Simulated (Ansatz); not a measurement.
A crystal relaxed with r2SCAN in Ansatz has space group P-43m (No. 215) and a = 5.670 Å.

```json
{"atom": "Al", "site": "1a", "x": "0.0000", "y": "0.0000", "z": "0.0000"}
{"atom": "Xx", "site": "4e", "x": "0.2497", "y": "0.2497", "z": "0.2497"}
{"atom": "Ga", "site": "3c", "x": "0.5000", "y": "0.5000", "z": "0.0000"}
```

With r2SCAN the gap is 1.30 eV and direct, at Γ. The HSE06 gap is direct at Γ: 1.67 eV. With PBE the gap is 0.80 eV and direct, at Γ. Meshes: r2SCAN 4×4×4, HSE06 4×4×4, PBE 4×4×4. r2SCAN's ε∞ is 10.6 in all directions.

Question: Which element is Xx?
A. Bi
B. N
C. As
D. P

Answer: C. Xx is As: AlGa3As4, ordered on the zincblende lattice (P-43m) with 8 atoms a cell. Around Al lie 4 As at 2.45 Å; around As lie 1 Al at 2.45 Å and 3 Ga at 2.46 Å; around Ga lie 4 As at 2.46 Å.

(Calculated; spin-unpolarised; the phase may be known or hypothetical.)

The runs are scalar-relativistic, without spin-orbit coupling.

The meshes of the hybrids are coarse, so their gaps aren't converged to the digits shown.

For a response run the program warns that the ground state's bands aren't all converged, so ε∞ carries an extra error.
